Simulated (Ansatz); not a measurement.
Runs of Ansatz 0.2.0 on SnO. It takes space group P4/nmm (No. 129, tetragonal). The conventional cell has a = 3.814 Å, b = 3.814 Å, c = 4.887 Å, α = 90.00°, β = 90.00°, γ = 90.00°. Sn (site symmetry 4mm) has 4 O at 2.23 Å as nearest neighbours. Around O (site symmetry -4m2) lie 4 Sn at 2.23 Å. The cell is a database's computed one.

```csv
task,level,spin,cell,k mesh,cutoff (eV),smearing,points for each segment of the path,atoms under strain,mesh quality,gap on the mesh (eV),pressure (GPa),largest force (eV/Å)
band structure,SVWN5,off,as given,7 × 7 × 6,420,fermi-dirac 0.05 eV,14,-,not flagged,0.46,-3.4,0.24
band structure,r2SCAN,"SOC, no magnetisation",as given,7 × 7 × 6,500,fermi-dirac 0.05 eV,14,-,not flagged,0.49,-0.5,0.13
band structure,BLYP,off,as given,7 × 7 × 6,420,fermi-dirac 0.05 eV,14,-,not flagged,0.59,8.1,0.54
band structure,r2SCAN-EpsX,off,as given,4 × 4 × 3,500,fermi-dirac 0.05 eV,4,-,coarse,0.84,(a),0.38
band structure,LDA,off,as given,7 × 7 × 6,420,fermi-dirac 0.05 eV,14,-,not flagged,0.45,-3.3,0.24
band structure,RPBE,off,as given,7 × 7 × 6,420,fermi-dirac 0.05 eV,14,-,not flagged,(b),6.2,0.55
elastic constants,PBEsol,off,as given,6 × 6 × 5,420,fixed,-,relaxed,not flagged,0.10,-0.7,-
relaxation of cell and atoms,r2SCAN-EpsX,off,relaxed,4 × 4 × 3,500,fermi-dirac 0.05 eV,-,-,coarse,0.95,0.0,-
```

Alike in all rows: potentials or basis Ansatz PAW.

Problem. Fill in the values left out.

Solution. (a) -1.9; (b) 0.36.

Caveats: some runs use coarse meshes; the PAW data sets come from PBE, with cores solved anew for the run's functional, which leaves a small shift of forces and pressure; spin-orbit coupling is left out, which moves the levels of the heavy elements (some runs); the k mesh misses the band edges, so the gap on the mesh is wider than the one along the path (some runs); odd divisions of the mesh miss points on the zone boundary, where band edges often lie, so the gap on the mesh can be too wide (some runs); the thresholds are loose for stress (some runs); the plane-wave basis is chosen anew once the cell has moved, so the energies of steps on either side of that aren't comparable (some runs).

A k mesh can miss the band edges, and rows without SOC leave out spin-orbit coupling on Sn.

Runs at the PBE level aren't shown here.
